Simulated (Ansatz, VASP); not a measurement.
**BN: VASP beside Ansatz**

File INCAR:

```
SYSTEM = BN
ALGO = Normal
EDIFF = 1E-8
ENCUT = 520
GGA = PE
ISIF = 2
ISMEAR = -1
LASPH = .TRUE.
LCHARG = .FALSE.
LEFG = .TRUE.
LREAL = .FALSE.
LWAVE = .FALSE.
NBANDS = 11
NELM = 100
PREC = Accurate
SIGMA = 0.03
```

File KPOINTS:

```
k-points
0
G
  13 13 13
  0 0 0
```

POSCAR

```
BN
1.0
    0.0000000000      1.7953687620      1.7953687620
    1.7953687620      0.0000000000      1.7953687620
    1.7953687620      1.7953687620      0.0000000000
B N
1 1
Direct
    0.0000000000      0.0000000000      0.0000000000
    0.7500000000      0.7500000000      0.7500000000
```

Input for Ansatz:

```yaml
crystal:
  lattice:
    - [0.0, 1.795368762, 1.795368762]
    - [1.795368762, 0.0, 1.795368762]
    - [1.795368762, 1.795368762, 0.0]
  atoms:
    - { symbol: B, position: [0.0, 0.0, 0.0] }
    - { symbol: "N", position: [0.75, 0.75, 0.75] }
kpoints:
  mp_grid: { grid: [13, 13, 13] }
scf:
  occupations: { method: fermi_dirac, width: 0.03 }
hamiltonian:
  xc: pbe
  pseudopotentials: { kind: all_electron, datasets: crystal }
output:
  forces: true
  stress: true
  eigenvalues: true
  efg: { contact_densities: true }
```

Change from the starting cell: volume scaled by 0.98, crystal datasets.

Alike in both runs: task electric field gradients; functional PBE; k mesh 13 × 13 × 13; occupations fermi-dirac, width 0.03 eV; no spin polarisation.

```csv
,VASP,Ansatz
version,VASP 6.6.1,Ansatz 0.2.0
potentials or method,"VASP PAW PBE potentials, release 64 (B, N)","all-electron PAW with datasets made for the crystal, scalar-relativistic"
plane-wave cutoff (eV),520,see its input
```

```csv
,VASP,Ansatz,Ansatz less VASP
gap on the k mesh at the Fermi level (eV),4.56,4.57,+0.009
pressure (GPa),11.4,11.1,-0.32
Vzz of the field gradient on the site that differs most (V/Å²),0.0,0.0,0.00
```

Ansatz ran all-electron here, so the differences hold the error of VASP's frozen core and of both bases.

Caveats: an odd mesh through Γ misses points on the zone boundary, where band edges often lie.
